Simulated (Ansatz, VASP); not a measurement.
Two plane-wave programs on Te2Mo

```
Te Mo
1.0
     3.69331    0.00000    0.00000
    -1.84666    3.19850    0.00000
     0.00000    0.00000   17.65339
Te Mo
2 1
Direct
  0.33333 0.66667 0.90205
  0.33333 0.66667 0.09795
  0.00000 0.00000 0.00000
```

Alike in both runs: task single point; functional PBE; k mesh 9 × 9 × 2; occupations gaussian, width 0.02 eV; no spin polarisation.

```csv
,VASP,Ansatz
version,VASP 6.6.1,Ansatz 0.2.0
potentials or method,"VASP PAW PBE potentials, release 64 (Te, Mo_sv)","scalar-relativistic, plane waves, PAW"
plane-wave cutoff (eV),520,420
valence electrons in the cell,26,46
```

|  | VASP | Ansatz | Ansatz less VASP |
| --- | --- | --- | --- |
| gap on the k mesh at the Fermi level (eV) | 0.72 | 0.73 | +0.010 |
| least direct gap on the mesh (eV) | 0.78 | 0.78 | +0.002 |
| rms of the force components (eV/Å) | 0.206 | 0.198 | -0.0081 |

Atom by atom the forces differ by 0.008 eV/Å (rms over components). The two sets of potentials don't hold the same shells in valence.

Caveats: spin-orbit coupling is left out, which moves the levels of the heavy elements.
